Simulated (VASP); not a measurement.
Crystal: Rh.

```
Rh
1.0
     0.00000    1.89785    1.89785
     1.89785    0.00000    1.89785
     1.89785    1.89785    0.00000
Rh
1
Direct
  0.00000 0.00000 0.00000
```

```yaml
Program: VASP 6.6.1
Task: single point
Functional: PBE
Potentials_or_basis: VASP PAW PBE potentials, release 64 (Rh_pv)
Cutoff: 520 eV
k_mesh: 12 × 12 × 12
Occupations: fermi-dirac, width 0.05 eV
Spin: no spin polarisation
```

On this cell: pressure 7.3 GPa; band gap on the k mesh none (metal or under the smearing width).

The same run follows on a disturbed copy (cell strained at random at fixed volume):

```
Rh
1.0
    -0.03933    1.88309    1.96246
     1.90193    0.03281    1.89032
     1.92465    1.83367    0.01009
Rh
1
Direct
  0.00477 0.00350 0.99418
```

Q: What does the disturbed cell give?

A: The energy (extrapolated to zero smearing) moves by +43.0 meV/atom; pressure 8.5 GPa; band gap on the k mesh none (metal or under the smearing width).

Stress tensor (GPa, compression positive):
```
  3.59   2.03   5.55
  2.03  15.62 -10.08
  5.55 -10.08   6.34
```
